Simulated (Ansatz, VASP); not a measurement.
## GaN in VASP and in Ansatz

File INCAR:

```
PREC = Accurate
ENCUT = 520
EDIFF = 1E-6
ISMEAR = 0
SIGMA = 0.01
LREAL = F
LASPH = T
NELM = 100
ALGO = Normal
ISIF = 2
LWAVE = F
LCHARG = F
NBANDS = 26
```

File KPOINTS:

```
regular mesh
0
Gamma
  8 8 4
```

File POSCAR:

```
GaN
1.0
    3.1833327219      0.0000000000      0.0000000000
   -1.5916663609      2.7568470059      0.0000000000
    0.0000000000      0.0000000000      5.1127409128
Ga N
2 2
Direct
    0.3333333333      0.6666666667     -0.0019699460
    0.6666666667      0.3333333333      0.4980300540
    0.3333333333      0.6666666667      0.3769699460
    0.6666666667      0.3333333333      0.8769699460
```

Input for Ansatz:

```yaml
crystal:
  lattice:
    - [3.18333272189, 0.0, 0.0]
    - [-1.59166636094, 2.75684700586, 0.0]
    - [0.0, 0.0, 5.11274091276]
  atoms:
    - { symbol: Ga, position: [0.333333333333, 0.666666666667, -0.00196994601] }
    - { symbol: Ga, position: [0.666666666667, 0.333333333333, 0.49803005399] }
    - { symbol: "N", position: [0.333333333333, 0.666666666667, 0.37696994601] }
    - { symbol: "N", position: [0.666666666667, 0.333333333333, 0.87696994601] }
kpoints:
  mp_grid: { grid: [8, 8, 4] }
scf:
  occupations: { method: fixed }
  convergence: { dr2_threshold: 1.0e-10 }
hamiltonian:
  xc: lda
  pseudopotentials: { kind: all_electron, lapw: { basis_error: 0.0005 } }
output:
  forces: true
  stress: true
  eigenstates:
    kpoints:
      - [0.0, 0.0, 0.0]
      - [0.0, 0.0, -0.5]
      - [-0.5, 0.0, 0.0]
      - [-0.5, 0.5, 0.0]
      - [0.0, -0.5, 0.0]
      - [-0.5, 0.0, -0.5]
      - [-0.5, 0.5, -0.5]
      - [0.0, -0.5, -0.5]
  eigenvalues: true
```

Change from the starting cell: film at in-plane strain +0.01.

Alike in both runs: task single point; functional LDA; k mesh 8 × 8 × 4; no spin polarisation.

```csv
,VASP,Ansatz
version,VASP 6.6.1,Ansatz 0.2.0
potentials or method,"VASP PAW LDA potentials, release 64 (Ga_d, N)","all-electron LAPW, scalar-relativistic"
plane-wave cutoff (eV),520,see its input
occupations,"gaussian, width 0.01 eV",fixed
```

|  | VASP | Ansatz | Ansatz less VASP |
| --- | --- | --- | --- |
| gap on the k mesh at the Fermi level (eV) | 2.06 | 2.05 | -0.010 |
| pressure (GPa) | -1.9 | -2.7 | -0.86 |
| largest component of the traceless stress (GPa) | 2.97 | 2.95 | -0.020 |

Ansatz ran all-electron here, so the differences hold the error of VASP's frozen core and of both bases.
